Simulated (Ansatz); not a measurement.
# A strain series on Ga2O3 (corundum): isotropic on every length

Ga2O3 built on the corundum prototype, relaxed with r2SCAN in Ansatz 0.2.0, then strained (isotropic on every length; changes of length per length, axes as in the cell below) with the atoms relaxed again within the symmetry that is left. It is trigonal, R-3c (No. 167); conventional cell a = 4.985 Å, c = 13.442 Å, 9.64 Å³ an atom. Ga is surrounded by 6 O at 1.93–2.07 Å; O is surrounded by 4 Ga at 1.93–2.07 Å. Calculated for a static, non-magnetic cell.

```yaml
crystal:
  lattice:
    - [2.49226, 1.43891, 4.48064]
    - [-2.49226, 1.43891, 4.48064]
    - [0.00000, -2.87781, 4.48064]
  atoms:
    - { symbol: Ga, position: [0.85543, 0.85543, 0.85543] }
    - { symbol: Ga, position: [0.35543, 0.35543, 0.35543] }
    - { symbol: Ga, position: [0.14457, 0.14457, 0.14457] }
    - { symbol: Ga, position: [0.64457, 0.64457, 0.64457] }
    - { symbol: O, position: [0.44637, 0.05363, 0.75000] }
    - { symbol: O, position: [0.05363, 0.75000, 0.44637] }
    - { symbol: O, position: [0.55363, 0.94637, 0.25000] }
    - { symbol: O, position: [0.25000, 0.55363, 0.94637] }
    - { symbol: O, position: [0.94637, 0.25000, 0.55363] }
    - { symbol: O, position: [0.75000, 0.44637, 0.05363] }
```

Gaps are the least over each mesh (PBE 6×6×6, r2SCAN 6×6×6, HSE06 4×4×4 when unstrained) and the special points, which keep their unstrained names; stress is the change from the unstrained cell, compression positive.

```
strain (%)  gap, PBE (eV)  gap, r2SCAN (eV)  gap, HSE06 (eV)          edges, HSE06  mean stress, r2SCAN (GPa)  energy rise, r2SCAN (meV/atom)
      -3.0          3.881             4.623            5.751       Γ–S₀ (0.47) → Γ                     +26.38                            63.8
      -2.0          3.526             4.253            5.362       Γ–S₀ (0.47) → Γ                     +16.35                            27.4
      -1.0          3.184             3.896            4.986       Γ–S₀ (0.45) → Γ                      +7.60                             6.6
       0.0          2.854             3.551            4.622       Γ–S₀ (0.45) → Γ                       0.00                             0.0
      +1.0          2.537             3.220            4.271       Γ–S₀ (0.45) → Γ                      -6.59                             6.2
      +2.0          2.233             2.901            3.932       Γ–S₀ (0.45) → Γ                     -12.27                            23.9
      +3.0          1.942             2.594            3.605  (0, 0.161, -1/6) → Γ                     -17.15                            51.9
```

Between zero and the nearest strains the slope of the HSE06 gap against strain is -0.364 eV per percent for negative and -0.351 for positive strain.

Where an edge lies off the special points, it is a point of the mesh or the k point where a search put PBE's edge or least direct gap, reused for the other functionals, whose own edges may lie a little apart.

The meshes of the hybrids are coarse, so their gaps aren't converged to the digits shown.
